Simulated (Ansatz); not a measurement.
Theory: Ansatz, DFT PBE, scalar-relativistic, plane waves, PAW. Settings: cutoff 420 eV, Γ-centred meshes spaced at most about 0.3 Å⁻¹, and about 0.25 Å⁻¹ or finer for metals (2π included), Gaussian smearing. No spin polarisation in the final relaxations.

These are static total energies at zero pressure.

Two forms of As were relaxed alike.

A.

```xyz
8
Lattice="3.8118 0.0000 0.0000 0.0000 3.8118 0.0000 0.0000 0.0000 11.3364" Properties=species:S:1:pos:R:3 pbc="T T T"
As    0.0000    0.0000    8.3504
As    0.0000    0.0000    2.9860
As    1.9059    1.9059    2.9860
As    1.9059    1.9059    8.3504
As    0.0000    0.0000    5.6682
As    1.9059    1.9059    5.6682
As    0.0000    1.9059    0.4401
As    1.9059    0.0000   10.8963
```

B.

```xyz
2
Lattice="4.5672 0.0000 0.0000 -2.2836 3.9553 0.0000 0.0000 0.0000 2.8294" Properties=species:S:1:pos:R:3 pbc="T T T"
As    0.0000    2.6369    1.4147
As    2.2836    1.3184    1.4147
```

Question: Which is lower in energy, and by how much?

Answer: B is lower, by 34 meV/atom. A has space group P4/nmm (No. 129), 20.6 Å³/atom and no gap on its mesh; B has space group P6/mmm (No. 191), 25.6 Å³/atom and no gap. Counting all near atoms (those within 1.25 times the shortest such distance or 1.15 times the sum of covalent radii, 1.27 where that leaves under three; a plus sign parts nearer from farther groups; the shortest distance is added where it exceeds 1.18 times the sum of covalent radii; a slash parts the counts of unlike sites), A has As 6/5+2/4+4 from 2.8 Å and B has As 5. In A, around As on a site of symmetry 2mm lie 5 As at 2.68–2.70 Å and 2 As at 3.18 Å; around As on a site of symmetry -4m2 lie 6 As at 2.68–2.70 Å; around As on a site of symmetry 4mm lie 4 As at 2.84 Å and 4 As at 3.18 Å. In B, As has 3 As at 2.64 Å and 2 As at 2.83 Å. Both come from invented guesses. The part of the Crystallography Open Database at hand lists As in space groups No. 64, 166; no cell shown has one of them.

Weakly bound directions are ill-defined at this level, which has no dispersion term (P4/nmm), and this can change margins and order among such cells. Cells relaxed within their symmetry can be saddle points.
